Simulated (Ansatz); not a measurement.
# HfO2: the cost of one run

Program: Ansatz 0.2.0. Level of theory: DFT PBE, scalar-relativistic, plane waves, PAW. These are calculated values, not measurements.

2 further runs of the same task are left out: 2 set aside as unsound or not needed.

### 1 The starting structure

The cell holds 24 atoms (Hf8O15S): a = 6.783 Å, b = 7.335 Å, c = 7.335 Å, α = 90.57°, β = 116.24°, γ = 116.24°.

Structure file:

```
CELL_PARAMETERS angstrom
4.26780 0.00000 5.27153
-5.16092 5.21212 0.00536
-5.16092 -5.21212 0.00536
ATOMIC_POSITIONS crystal
Hf 0.70837 0.94485 0.48779
Hf 0.70837 0.44485 0.98779
Hf 0.79163 0.01221 0.05515
Hf 0.79163 0.51221 0.55515
Hf 0.29163 0.55515 0.01221
Hf 0.29163 0.05515 0.51221
Hf 0.20837 0.48779 0.44485
Hf 0.20837 0.98779 0.94485
S 0.97665 0.13513 0.39234
O 0.97665 0.63513 0.89234
O 0.52335 0.60766 0.36487
O 0.52335 0.10766 0.86487
O 0.02335 0.36487 0.10766
O 0.02335 0.86487 0.60766
O 0.47665 0.89234 0.13513
O 0.47665 0.39234 0.63513
O 0.34842 0.80497 0.47633
O 0.34842 0.30497 0.97633
O 0.15158 0.52367 0.69503
O 0.15158 0.02367 0.19503
O 0.65158 0.69503 0.02367
O 0.65158 0.19503 0.52367
O 0.84842 0.97633 0.80497
O 0.84842 0.47633 0.30497
```

The host was relaxed before at PBE: a = 5.161 Å, b = 5.212 Å, c = 5.352 Å, α = 90.00°, β = 99.67°, γ = 90.00° (conventional cell), 11.827 Å³/atom.

Places, in fractions of the supercell: S in place of O at (0.977, 0.135, 0.392). The start keeps the symmetry of the ideal site.

### 2 Band edges of the host over the zone

Input file input.yaml:

```yaml
crystal:
  lattice:
    - [5.1609175396, 0.0, -0.0053571393]
    - [0.0, 5.2121208449, 0.0]
    - [-0.8931190063, 0.0, 5.2768889889]
  atoms:
    - { symbol: Hf, position: [0.2757348285, 0.4570612825, 0.7083732276] }
    - { symbol: Hf, position: [0.7242651715, 0.9570612825, 0.7916267724] }
    - { symbol: Hf, position: [0.7242651715, 0.5429387175, 0.2916267724] }
    - { symbol: Hf, position: [0.2757348285, 0.0429387175, 0.2083732276] }
    - { symbol: O, position: [0.4491836627, 0.7427864434, 0.9766481039] }
    - { symbol: O, position: [0.5508163373, 0.2427864434, 0.5233518961] }
    - { symbol: O, position: [0.5508163373, 0.2572135566, 0.0233518961] }
    - { symbol: O, position: [0.4491836627, 0.7572135566, 0.4766481039] }
    - { symbol: O, position: [0.0671197856, 0.3286477909, 0.3484185087] }
    - { symbol: O, position: [0.9328802144, 0.8286477909, 0.1515814913] }
    - { symbol: O, position: [0.9328802144, 0.6713522091, 0.6515814913] }
    - { symbol: O, position: [0.0671197856, 0.1713522091, 0.8484185087] }
basis:
  ecutwfc: 420
  xc_grid: 2
kpoints:
  mp_grid: { grid: [4, 4, 4] }
  band_path: { path: [VBM, CBM], npoints: 2 }
hamiltonian:
  xc: pbe
scf:
  occupations: { method: gaussian, width: 0.02 }
output:
  forces: true
  stress: true
  eigenvalues: true
```

The run is started by

```console
$ ansatz run input.yaml --threads 8 --pin off --max-ram 16384MiB --backend cpu --events-out ev --progress --plain --runs-dir out
```

**Question.** How long does this run take on 8 threads of Arm Neoverse V1, shared host, and how much memory does it need?

About 23 s, with a peak of 1 GiB.
